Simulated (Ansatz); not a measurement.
## Sn: energy along a strain

Sn, I4_1/amd, a = 5.880 Å, c = 3.199 Å (as given, not relaxed at this level: -1.5 GPa). Ansatz: PBEsol, PAW, 420 eV, Γ-centred 16×16×16 mesh on 2 atoms, Gaussian smearing 0.15 eV; no spin polarisation. Cell vectors (Å): -2.940 2.940 1.599; 2.940 -2.940 1.599; 2.940 2.940 -1.599. The cell is strained by x per cent times the pattern (0 0 0 0 1 0) in the order xx yy zz yz xz xy (engineering shears), with fractional coordinates held. y is the free energy over the start, V0 = 27.650 Å³/atom. Symmetry makes y even in x. Points with a strain past 8.5 % were computed too (2) and aren't used here.

| x (%) | y (meV/atom) |
| --- | --- |
| -5.00 | 5.31 |
| 0.00 | 0.00 |
| 1.25 | 0.34 |
| 2.50 | 1.35 |
| 3.75 | 3.02 |
| 6.25 | 8.14 |
| 7.50 | ? |

Question: Fit y = c2 x² + c4 x⁴ to the other rows, get the stiffness along the pattern, and predict the missing energy.

Answer: Least squares on the rows shown. y = 0.2187 x² − 0.0002614 x⁴. The clamped-ion stiffness p·C·p = 2 × 2.187 eV × 160.2 / 27.650 Å³ = 25 GPa, which is C55 in these axes (second derivative at the start, which stands under stress). At x = 7.50 the fit asked for gives 11.47 meV/atom. The run gave 11.45 meV/atom, so the fit is 0.02 meV/atom too high, a small miss on the scale of the series.